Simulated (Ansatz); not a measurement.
The system is Pb.

```
Pb
1.0
     3.03861   -1.75032    0.00000
     3.03861    1.75032    0.00000
    -2.11546    0.00000    6.09522
Pb
2
Direct
  0.90851 0.90851 0.72629
  0.09149 0.09149 0.27371
```

This isn't the form of Pb at room conditions, which is fcc.

Base run:

- Program: Ansatz 0.2.0
- Functional: PBEsol
- Potentials or basis: all-electron LAPW, scalar-relativistic
- Cutoff: 174 eV
- Density cutoff: 698 eV
- Basis error allowed: 0.001 eV/atom
- k mesh: 9 × 9 × 5
- Occupations: fermi-dirac, width 0.05 eV
- Spin: no spin polarisation

Its results: pressure -1.8 GPa; largest force 0.137 eV/Å.

**Question.** The run is repeated on the same cell with these changes: functional from PBEsol to LDA. What comes out?

**Answer.** Pressure -3.2 GPa; largest force 0.177 eV/Å.

LDA binds more tightly than PBEsol, so the same cell stands under less pressure.

Not every run made on this cell is shown here.
